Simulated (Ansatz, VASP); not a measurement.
# GaAs in two plane-wave programs

One calculation is typed for both programs; each brings its own data sets and cutoff. How far apart do they land?

Method: plane waves, with VASP 6.6.1 beside it; single point at PBE, in Ansatz 0.2.0.

## (1) The structure

Symmetry: F-43m, No. 216, cubic system. Conventional cell: a = 5.654 Å, b = 5.654 Å, c = 5.654 Å, α = 90.00°, β = 90.00°, γ = 90.00°. Nearest to As lie 4 Ga at 2.45 Å. Nearest to Ga lie 4 As at 2.45 Å. Farther neighbours are not listed.

## (2) VASP: single point, PBE

A single point gives forces, pressure and levels at one fixed geometry, so differences don't come from the geometry; what else differs is listed under the comparison.

Lines of VASP's logs that name or quote its potential files are left out, and so is its time.

Contents of INCAR:

```
SYSTEM = GaAs
PREC = Accurate
ENCUT = 430
EDIFF = 1E-08
NELM = 100
ISMEAR = 0
SIGMA = 0.01
LREAL = .FALSE.
ALGO = Normal
GGA = PE
NBANDS = 15
LORBIT = 11
LWAVE = .TRUE.
LCHARG = .FALSE.
KPAR = 4
```

Contents of POSCAR:

```
GaAs
1.0
    0.0000000000      2.8268500000      2.8268500000
    2.8268500000      0.0000000000      2.8268500000
    2.8268500000      2.8268500000      0.0000000000
As Ga
1 1
Direct
    0.7500000000      0.7500000000      0.7500000000
    0.0000000000      0.0000000000      0.0000000000
```

Contents of KPOINTS:

```
Automatic mesh
0
Gamma
6 6 6
0 0 0
```

PAW data sets: As_GW and Ga_d_GW (PBE family, release 64).

Launch:

```
mpirun -np 4 vasp_std
```

Numbers of over 12 decimals in the logs are rounded to 6 here.

What it wrote:

```text
[banner, memory and clock lines left out]
running    4 mpi-ranks, on    1 nodes
 distrk:  each k-point on    1 cores,    4 groups
 distr:  one band on    1 cores,    1 groups

 POSCAR found type information on POSCAR AsGa
 POSCAR found :  2 types and       2 ions
 LDA part: xc-table for (Slater+PW92), standard interpolation
 POSCAR, INCAR and KPOINTS ok, starting setup
 FFT: planning ... GRIDC
 FFT: planning ... GRID_SOFT
 FFT: planning ... GRID
 WAVECAR not read
 entering main loop
       N       E                     dE             d eps       ncg     rms          rms(c)
DAV:   1     0.114732714849E+03    0.11473E+03   -0.93519E+03   512   0.132E+03
DAV:   2    -0.214886507422E+01   -0.11688E+03   -0.11362E+03   536   0.298E+02
DAV:   3    -0.818407831454E+01   -0.60352E+01   -0.59902E+01   620   0.656E+01
DAV:   4    -0.838803304937E+01   -0.20395E+00   -0.20389E+00   678   0.138E+01
DAV:   5    -0.839002541389E+01   -0.19924E-02   -0.19923E-02   642   0.103E+00    0.415E+00
DAV:   6    -0.823677783982E+01    0.15325E+00   -0.27011E-01   769   0.113E+01    0.240E+00
DAV:   7    -0.821429607169E+01    0.22482E-01   -0.67554E-02   630   0.220E+00    0.773E-01
DAV:   8    -0.821532540266E+01   -0.10293E-02   -0.64406E-03   559   0.527E-01    0.118E-01
DAV:   9    -0.821566377603E+01   -0.33837E-03   -0.94976E-04   607   0.282E-01    0.452E-02
DAV:  10    -0.821579936155E+01   -0.13559E-03   -0.16137E-04   564   0.113E-01    0.839E-03
DAV:  11    -0.821581406719E+01   -0.14706E-04   -0.22260E-05   620   0.534E-02    0.313E-03
DAV:  12    -0.821581424751E+01   -0.18032E-06   -0.10659E-06   641   0.954E-03    0.929E-04
DAV:  13    -0.821581416337E+01    0.84146E-07   -0.96472E-08   631   0.340E-03    0.115E-04
DAV:  14    -0.821581418057E+01   -0.17197E-07   -0.54774E-09   478   0.550E-04    0.420E-05
DAV:  15    -0.821581418179E+01   -0.12274E-08   -0.78295E-10   408   0.341E-04
   1 F= -.82158142E+01 E0= -.82158142E+01  d E =-.805016E-16
 writing wavefunctions
```

Parts of OUTCAR (step 2):

```text
ion  position               nearest neighbor table
   1  0.750  0.750  0.750-   2 2.45   2 2.45   2 2.45   2 2.45
   2  0.000  0.000  0.000-   1 2.45   1 2.45   1 2.45   1 2.45

  LATTYP: Found a face centered cubic cell.
 ALAT       =     5.6537000000

 Subroutine GETGRP returns: Found 24 space group operations
 (whereof 24 operations were pure point group operations)

The static configuration has the point symmetry T_d .

 Found     16 irreducible k-points:

   k-points           NKPTS =     16   k-points in BZ     NKDIM =     16   number of bands    NBANDS=     15

   dimension x,y,z NGX =    28 NGY =   28 NGZ =   28
   dimension x,y,z NGXF=    56 NGYF=   56 NGZF=   56

   ENCUT  =  430.0 eV  31.60 Ry    5.62 a.u.   6.76  6.76  6.76*2*pi/ulx,y,z

   NELECT =      18.0000    total number of electrons

 k-points in reciprocal lattice and weights: Automatic mesh
   0.00000000  0.00000000  0.00000000       0.005
   0.16666667  0.00000000  0.00000000       0.037
   0.33333333  0.00000000  0.00000000       0.037
   0.50000000  0.00000000  0.00000000       0.019
   0.16666667  0.16666667  0.00000000       0.028
   0.33333333  0.16666667  0.00000000       0.111
   0.50000000  0.16666667  0.00000000       0.111
  -0.33333333  0.16666667  0.00000000       0.111
  -0.16666667  0.16666667  0.00000000       0.056
[...]
-0.33333333  0.33333333  0.16666667       0.111
  -0.33333333  0.50000000  0.16666667       0.056

 average (electrostatic) potential at core
       1 -50.4037       2 -66.4677

 E-fermi :   3.9088

 k-point     1 :       0.0000    0.0000    0.0000
  band No.  band energies     occupation
    ...
      5     -10.8823      2.00000
      6      -8.8725      2.00000
      7       3.8563      2.00000
      8       3.8563      2.00000
      9       3.8563      2.00000
     10       4.3623      0.00000
     11       7.5756      0.00000
     12       7.5756      0.00000
     13       7.5756      0.00000
     14      11.4429      0.00000
    ...

 k-point     2 :       0.1667    0.0000    0.0000
  band No.  band energies     occupation
    ...
      5     -10.8824      2.00000
      6      -8.5522      2.00000
      7       1.1406      2.00000
      8       3.4748      2.00000
      9       3.4748      2.00000
     10       5.4794      0.00000
     11       8.1227      0.00000
     12       8.1227      0.00000
     13       8.5306      0.00000
     14      12.7926      0.00000
    ...

 k-point     3 :       0.3333    0.0000    0.0000
  band No.  band energies     occupation
    ...
      5     -10.8806      2.00000
      6      -7.7250      2.00000
      7      -1.5267      2.00000
      8       2.9278      2.00000
      9       2.9279      2.00000
     10       5.0622      0.00000
     11       8.5407      0.00000
     12       8.5407      0.00000
     13      11.0984      0.00000
     14      12.6095      0.00000
    ...

  Total        0.9436634      0.9436634      0.9436634      0.0000000      0.0000000      0.0000000
  in kB       33.4648910     33.4648910     33.4648910      0.0000000      0.0000000      0.0000000
  external PRESSURE =      33.4648910 kB  Pullay stress =       0.0000000 kB

  energy-cutoff  :      430.00
  volume of cell :       45.18
      direct lattice vectors                 reciprocal lattice vectors
     0.000000000  2.826850000  2.826850000    -0.176875321  0.176875321  0.176875321
     2.826850000  0.000000000  2.826850000     0.176875321 -0.176875321  0.176875321
     2.826850000  2.826850000  0.000000000     0.176875321  0.176875321 -0.176875321

 POSITION                                       TOTAL-FORCE (eV/Angst)
 -----------------------------------------------------------------------------------
      4.24027      4.24027      4.24027         0.000000     -0.000000     -0.000000
      0.00000      0.00000      0.00000        -0.000000      0.000000      0.000000
 -----------------------------------------------------------------------------------
    total drift:                               -0.000015     -0.000015     -0.000015

  FREE ENERGIE OF THE ION-ELECTRON SYSTEM (eV)
  ---------------------------------------------------
  free  energy   TOTEN  =        -8.2158141818 eV

  energy  without entropy=       -8.2158141818  energy(sigma->0) =       -8.21581418

 total charge
# of ion       s       p       d       tot
------------------------------------------
    1        1.191   1.577   0.031   2.799
    2        0.873   0.803   9.948  11.624
--------------------------------------------------
tot          2.064   2.380   9.979  14.423

[... 3 further parts left out ...]
```

The gap is read on the k-mesh alone, so it is an upper bound where the band edges lie off the mesh.

## (3) Ansatz: single point, PBE

Ansatz runs on its default PAW (the set named soft_2) files.

The same cell, functional, mesh and smearing now go to Ansatz, which takes its cutoff from its data sets.

Contents of input.yaml:

```yaml
crystal:
  lattice:
    - [0.0, 2.82685, 2.82685]
    - [2.82685, 0.0, 2.82685]
    - [2.82685, 2.82685, 0.0]
  atoms:
    - { symbol: As, position: [0.75, 0.75, 0.75] }
    - { symbol: Ga, position: [0.0, 0.0, 0.0] }
hamiltonian:
  xc: pbe
  pseudopotentials: { kind: paw }
kpoints:
  mp_grid: { grid: [6, 6, 6] }
scf:
  occupations: { method: gaussian, width: 0.01 }
  n_extra_bands: 4
output:
  forces: true
  stress: true
  eigenvalues: true
  write_density: true
  write_potential: true
  elf: true
  volumetric_format: npy
```

Launch:

```
ansatz run input.yaml --threads 2 --pin off --max-ram 4608MiB --backend cpu --events-out ev --progress --plain --runs-dir out
```

What it wrote:

```text
scf.n_extra_bands = 4 over 14 filled bands (N_el = 28.0): the run solves 18 bands
Engine: ansatz 0.2.0, aarch64-unknown-linux-gnu
Pseudopotentials: kind: paw
Pseudopotential: As, paw, valence charge 15, recommended cutoff 420 eV (normal), As.paw.azcp
Pseudopotential: Ga, paw, valence charge 13, recommended cutoff 420 eV (normal), Ga.paw.azcp
Functional definition: PBE
  parameter kappa = 0.804
  parameter beta = 0.066725
  exchange = pbe_x(kappa = kappa, mu = beta*pi^2/3)
  correlation = pbe_c(beta = beta)
Crystal: 2 atoms, lattice volume = 45.179 Å³
Basis set: ecut = 420 eV, 893 PW (Γ), exchange–correlation on 54×54×54 points (8 copies of the dense FFT grid, shifted against one another)
Bands: 18, of which v1, the nominal top of the filled ones, is band 14 counted from 1 (13 counted from 0)
Symmetry: 24 space group operations
Space group: F-43m (ITA 216), of the structure as read, at distance tolerance 3.6e-5 Å
k-points: 16 of 216 (time reversal used)
Non-local potential: As, projectors of the file, l = 0: 2, l = 1: 2, l = 2: 3, l = 3: 1
Non-local potential: Ga, projectors of the file, l = 0: 2, l = 1: 2, l = 2: 3, l = 3: 1
PAW form: soft (Blöchl's): semilocal exchange-correlation on the pseudo side does not see the compensation charge
PAW one-centre angular grid: As, 590 points (default); XC on 64 Gauss nodes
PAW one-centre angular grid: Ga, 590 points (default); XC on 64 Gauss nodes
Initial density: superposition of atomic densities (neutral atoms: chi_scale 0, normalization atom), corrected by the library's trained network
Initial wavefunctions: pseudopotential atomic-orbital guess
Functional: x = pbe(κ = 0.804, μ = 0.219515), c = pbe(β = 0.066725)
SCF iter   1: F=—  HF=-8639.814780 eV  |F-HF|=—  |Δ(HF+E_count)|=         —  Δρ=1.49e-3  dr2=1.50e-3  ethr=1.77e-3  ⟨swp⟩=6.0  Hψ=1343  notcnv=0
preconditioner: auto → none  [insulator: Δε(μ)=0.507 eV  Ē_g=15.488 eV  σ=0.010 eV  W_gap=1.00  n_scr=14 (ndim 8)  ℏωp=23.4 eV  f_vac=0.086  D(μ)=0.00/eV (n_scr^D=0)  ε∞_Penn≈3.3]
SCF iter   2: F=—  HF=-8639.814065 eV  |F-HF|=—  |Δ(HF+E_count)|=   7.15e-4  Δρ=7.02e-4  dr2=2.11e-4  ethr=5.36e-6  ⟨swp⟩=2.1  Hψ=626  notcnv=0
SCF iter   3: F=—  HF=-8639.813999 eV  |F-HF|=—  |Δ(HF+E_count)|=   6.63e-5  Δρ=2.15e-4  dr2=2.47e-5  ethr=7.52e-7  ⟨swp⟩=2.0  Hψ=496  notcnv=0
SCF iter   4: F=—  HF=-8639.814010 eV  |F-HF|=—  |Δ(HF+E_count)|=   1.12e-5  Δρ=9.98e-5  dr2=5.01e-6  ethr=8.82e-8  ⟨swp⟩=2.0  Hψ=347  notcnv=0
SCF iter   5: F=—  HF=-8639.814016 eV  |F-HF|=—  |Δ(HF+E_count)|=   6.20e-6  Δρ=2.05e-5  dr2=2.39e-7  ethr=1.79e-8  ⟨swp⟩=2.4  Hψ=462  notcnv=0
SCF iter   6: F=-8639.814016 eV  HF=-8639.814016 eV  |F-HF|=1.21e-8  |Δ(HF+E_count)|=   2.85e-7  Δρ=4.81e-6  dr2=8.54e-9  ethr=3.57e-10  ⟨swp⟩=8.8  Hψ=2133  notcnv=0
SCF 1 converged in 6 iterations: F = -8639.814016 eV  dr2 = 8.54e-9
  greatest PAW one-centre occupation: 0.999 electrons in one spin orbital (limit 2), on the As atom at site 0 (counted from 0), in its partial waves of l = 2
SCF converged after 6 iterations
Free energy (F): -8639.814016 eV
Harris-Foulkes:  -8639.814016 eV  (|F-HF|=1.21e-8)
Internal energy: -8639.814016 eV  (E = F + TS)
E sigma→0 (E₀):  -8639.814016 eV
Fermi energy:    8.448277 eV
--- Per-component energies (eV) ---
  E_band       = -311.750439
  E_kinetic    = 219.545690
  E_local      = -3915.795340  (includes V_loc(G=0)·N_el)
  E_nonlocal   = -245.695422
  E_hartree    = 1973.738895
  E_xc         = -148.475390
  E_vxc        = -137.511373  (∫ρ·V_xc dr)
  E_paw        = -3824.404525  (= ΣΔE_a)
  E_vpaw       = -179.768170  (= ΣTr[D̂ρ^β])
  E_aug_tail   = -0.000138  (compensation charges beyond the density's cutoff)
  E_ewald      = -2698.727786
  E_smearing   = -0.000000  (= −TS)
  E_closure    = 0.000000  (closes the sum)
  Σ components = -8639.814016   (vs F -8639.814016, Δ=0.00e0)
--- Forces (eV/Å), atoms counted from 1 ---
  atom   1  As     0.00000000    -0.00000000     0.00000000
  atom   2  Ga    -0.00000000    -0.00000000     0.00000000
  max |Σ_I F_I| component: 1.85e-16 eV/Å
--- Stress (GPa, compression-positive) ---
        3.260709       0.000000      -0.000000
        0.000000       3.260709       0.000000
       -0.000000       0.000000       3.260709
  P = ⅓ Tr σ = 3.2607 GPa (32.607 kbar)
--- Band table (eV; the first three rows and the last of 16) ---
  k-point 0: bands = [... 10 lower, -4.5366, 8.1914, 8.1914, 8.1914, 8.7049, 11.9251, 11.9251, 11.9251]
  k-point 1: bands = [... 10 lower, -4.2160, 5.4802, 7.8111, 7.8111, 9.8235, 12.4720, 12.4720, 12.8747]
  k-point 2: bands = [... 10 lower, -3.3888, 2.8153, 7.2652, 7.2652, 9.4074, 12.8913, 12.8913, 15.4414]
  k-point 15: bands = [... 10 lower, -1.9910, 1.5116, 4.8489, 4.9922, 11.4682, 11.6457, 15.3069, 15.6074]
```

Run time: 1.4 s. Hardware: 2 threads of Arm Neoverse V2, shared host; peak memory 0.3 GiB.

In the SCF lines HF is the Harris–Foulkes energy and dr2 the Hartree energy of the density residual, in eV; the loop may stop once dr2 is under the threshold and the program's other checks hold. Hψ counts applications of the Hamiltonian.

The run ends at a pressure of 3.26 GPa.

## (4) Differences

Known differences besides the potentials themselves: the data sets hold 28 valence electrons in Ansatz (default PAW (the set named soft_2) files) and 18 in VASP; the cutoff is 420 eV in Ansatz and 430 eV in VASP; VASP leaves aspherical gradient terms in its spheres out (LASPH is not set), Ansatz keeps them. Total energies have different zeros and are not compared.

The two programs side by side:

```tsv
quantity	Ansatz	VASP	difference
gap on the k mesh (eV)	0.514	0.506	+0.008
```

Not compared: the pressure (VASP's GW data sets at this cutoff don't carry it). A gap on the mesh is an upper bound, since the band edges may lie between its points.

## (5) Results

```yaml
difference_in_gap_on_the_k_mesh_single_point_pbe: 0.0075 eV
```

**Reading.** The difference in gap on the k mesh is 0.0075 eV (single point, PBE), within the 0.08 eV picked in this series as the mark of a large difference. Such differences can come from data sets, numerical settings and the points named under the comparisons, not from the functional's error against experiment.

[Lines on the potential files, build, host, timing and source positions are cut from VASP's logs without a mark.]

[Logs are printed without paths, hosts, clocks, repeated set-up lines and the standing remarks that a program may print on its own settings, such as how far it seeks lower states.]

[Hosts, paths, dates, database ids (printed as entryN), source tags and the programs' standing remarks are cut or masked in the printed files.]
